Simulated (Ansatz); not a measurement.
## TaN: how the axes shrink under pressure

TaN, P-6m2, a = 2.936 Å, c = 2.885 Å. This isn't the usual stable structure of the compound. Ansatz: r2SCAN, PAW, 500 eV, Γ-centred 18×18×14 mesh on 2 atoms, Gaussian smearing 0.10 eV; no spin polarisation. Cell and atoms are relaxed at each pressure, and no other structure is tried, so the rows at high pressure may lie past a change of phase. y = 100 ln(c/c0) with c0 = 2.8846 Å, so nearly a change in per cent. The pressures are the targets, met within 0.05 GPa.

```
P (GPa) y  100 ln(a/a0)
   -2.0   0.16          0.20
    0.0   0.00          0.00
    2.0  -0.16         -0.20
    5.0  -0.40         -0.48
   10.0  -0.77         -0.93
   20.0      ?             ?
   40.0  -2.68         -3.24
```

Fit y = c1 P + c2 P² to the other rows, give the linear compressibility along c, and predict the missing y.

Least squares on the rows shown. y = −0.08065 P + 0.0003412 P². The linear compressibility along c is −c1/100 = 0.81 per TPa, against 0.98 along a from the same fit to the last column (its missing entry is -1.77): the crystal is softer along a at low pressure. At P = 20.0 the fit asked for gives -1.48. The run gave -1.47, so the fit is 0.01 too low, a small miss on the scale of the series.

Spin–orbit coupling is left out, which can shift energies with elements as heavy as these.